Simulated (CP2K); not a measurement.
W:

```
W
1.0
     2.74070    0.00000    0.00000
    -0.91357    2.58396    0.00000
    -0.91357   -1.29198    2.23777
W
1
Direct
  0.00000 0.00000 0.00000
```

Base run:

| Quantity | Value |
| --- | --- |
| Program | CP2K 2026.2 |
| Functional | PBE |
| Potentials or basis | POTENTIAL_UZH W GTH-PBE-q14; TZVP-MOLOPT-PBE-GTH basis |
| Density cutoff | 6123 eV |
| k mesh | 12 × 12 × 12 |
| Occupations | gaussian, width 0.1 eV |
| Spin | no spin polarisation |

Its results: band gap on the k mesh none (metal or under the smearing width); pressure 3.6 GPa.

Problem. The run is repeated on the same cell with these changes: functional from PBE to RPBE; occupations from gaussian, width 0.1 eV to gaussian, width 0.05 eV. What comes out?

Solution. Band gap on the k mesh none (metal or under the smearing width); pressure 6.5 GPa.

Caveats: the basis of atomic orbitals isn't converged, which shifts pressures, moduli and gaps; the potentials were made for another functional, which shifts forces and pressure (some runs).
